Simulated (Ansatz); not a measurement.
## Phonon dispersion of W

Method: DFT PBE, scalar-relativistic, plane waves, PAW in Ansatz. Plane waves to 420 eV; Γ-centred k mesh 20×20×20; Fermi-Dirac smearing of 0.15 eV. No spin polarisation. Phonons by linear response, acoustic sum rule imposed.

The cell, relaxed at this level:
```
CELL_PARAMETERS angstrom
-1.59189 1.59189 1.59189
1.59189 -1.59189 1.59189
1.59189 1.59189 -1.59189
ATOMIC_POSITIONS crystal
W 0.00000 0.00000 0.00000
```

In a metal, frequencies and elastic constants depend on the k mesh and the smearing, soft modes and shear constants most. Some empty bands missed the eigensolver's threshold. Spin–orbit coupling is left out, which matters for heavy elements. The q mesh is coarse, so values between its points are rough.

Force constants from linear response on a 2×2×2 q mesh.

(1) Is the structure dynamically stable on this mesh?

(2) Give the frequencies (cm⁻¹; i marks imaginary ones) at the irreducible q points, in fractions of the reciprocal vectors.

Answers

(1) Yes, on this mesh: no mode is imaginary.

(2)
```
                   q star frequencies
   0.000 0.000 0.000     1        0 0 0
  0.000 0.000 -0.500     6  130 144 215
-0.500 -0.500 -0.500     1  172 172 172
```